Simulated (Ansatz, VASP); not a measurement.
# BaTiO3: VASP beside Ansatz

File INCAR:

```
SYSTEM = BaTiO3
ALGO = Normal
EDIFF = 1E-6
ENCUT = 520
GGA = PE
ISIF = 2
ISMEAR = -1
LASPH = .TRUE.
LCHARG = .FALSE.
LREAL = .FALSE.
LWAVE = .FALSE.
NBANDS = 28
NELM = 100
PREC = Accurate
SIGMA = 0.03
```

Contents of KPOINTS:

```
k-points
0
G
  7 7 7
  0 0 0
```

Contents of POSCAR:

```
BaTiO3
1.0
    3.9998000000      0.0000000000      0.0000000000
    0.0000000000      3.9998000000      0.0000000000
    0.0000000000      0.0000000000      4.0180000000
Ba Ti O
1 1 3
Direct
    0.0000000000      0.0000000000      0.0000000000
    0.5000000000      0.5000000000      0.5000000000
    0.5000000000      0.5000000000      0.0000000000
    0.5000000000      0.0000000000      0.5000000000
    0.0000000000      0.5000000000      0.5000000000
```

Input for Ansatz:

```yaml
crystal:
  lattice:
    - [3.9998, 0.0, 0.0]
    - [0.0, 3.9998, 0.0]
    - [0.0, 0.0, 4.018]
  atoms:
    - { symbol: Ba, position: [0.0, 0.0, 0.0] }
    - { symbol: Ti, position: [0.5, 0.5, 0.5] }
    - { symbol: O, position: [0.5, 0.5, 0.0] }
    - { symbol: O, position: [0.5, 0.0, 0.5] }
    - { symbol: O, position: [0.0, 0.5, 0.5] }
kpoints:
  mp_grid: { grid: [7, 7, 7] }
  band_path:
    path:
      - [0.0, 0.0, 0.0]
      - [0.0, 0.5, 0.0]
      - [0.5, 0.5, 0.0]
      - [0.0, 0.0, 0.0]
      - [0.0, 0.0, 0.5]
      - [0.0, 0.5, 0.5]
      - [0.5, 0.5, 0.5]
      - [0.0, 0.0, 0.5]
      - [0.0, 0.5, 0.0]
    npoints: 14
scf:
  occupations: { method: fermi_dirac, width: 0.03 }
hamiltonian:
  xc: pbe
  pseudopotentials: { kind: all_electron, lapw: { basis_error: 0.001 } }
output:
  forces: true
  stress: true
  eigenvalues: true
  populations: true
  dos: { projected: true, de: 0.2, e_range: [-14, 8] }
```

Alike in both runs: task single point; functional PBE; k mesh 7 × 7 × 7; occupations fermi-dirac, width 0.03 eV; no spin polarisation.

|  | VASP | Ansatz |
| --- | --- | --- |
| version | VASP 6.6.1 | Ansatz 0.2.0 |
| potentials or method | VASP PAW PBE potentials, release 64 (Ba_sv, Ti_sv, O) | all-electron LAPW, scalar-relativistic |
| plane-wave cutoff (eV) | 520 | see its input |

```csv
,VASP,Ansatz,Ansatz less VASP
gap on the k mesh at the Fermi level (eV),1.80,1.86,+0.060
pressure (GPa),3.4,1.7,-1.74
largest component of the traceless stress (GPa),0.59,0.56,-0.021
```

Ansatz ran all-electron here, so the differences hold the error of VASP's frozen core and of both bases.

Caveats: spin-orbit coupling is left out, which moves the levels of the heavy elements; an odd mesh through Γ misses points on the zone boundary, where band edges often lie.
